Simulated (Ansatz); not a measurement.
# Eu under changes of volume

One of the cells (48.859 Å³/atom); the others are scaled copies at fixed shape and fractional positions:

```
CELL_PARAMETERS angstrom
-2.30300 2.30300 2.30300
2.30300 -2.30300 2.30300
2.30300 2.30300 -2.30300
ATOMIC_POSITIONS crystal
Eu 0.00000 0.00000 0.00000
```

* Program: Ansatz 0.2.0
* Functional: PBE
* Potentials or basis: PseudoDojo 3+ lanthanides
* Cutoff: 680 eV
* Density cutoff: 2721 eV
* k mesh: 8 × 8 × 8
* Occupations: gaussian, width 0.1 eV
* Spin: collinear spin, ferromagnetic start
* Starting moments: [7.0] μB

```csv
volume (Å³/atom),energy over the lowest point (meV/atom),pressure (GPa),moment (μB per cell)
45.927,0.00,-6.9,0.55
46.904,43.08,-7.1,0.59
47.882,86.95,-7.2,0.65
48.859,131.40,-7.4,0.70
49.836,176.45,-7.5,0.73
50.813,222.11,-7.6,0.75
51.790,?,?,?
```

**Question.** What does the run at 51.790 Å³/atom give?

**Answer.** Energy over the lowest point 268.35 meV/atom; pressure -7.6 GPa; moment 0.76 μB per cell.

Worked out: A Birch-Murnaghan fit of order 3 (a polynomial in V^(-2/3)) to the other rows has no minimum within the range. It gives 268.27 meV/atom at 51.790 Å³/atom, against the run's 268.35, and -dE/dV = -7.6 GPa, against -7.6. A parabola through the other rows of the moment, of slope 0.0149 μB per Å³/atom there, extrapolates to 0.77 μB, against the run's 0.76.

Energies are extrapolated to zero smearing.

Caveats: the starting moments weren't kept (some runs).
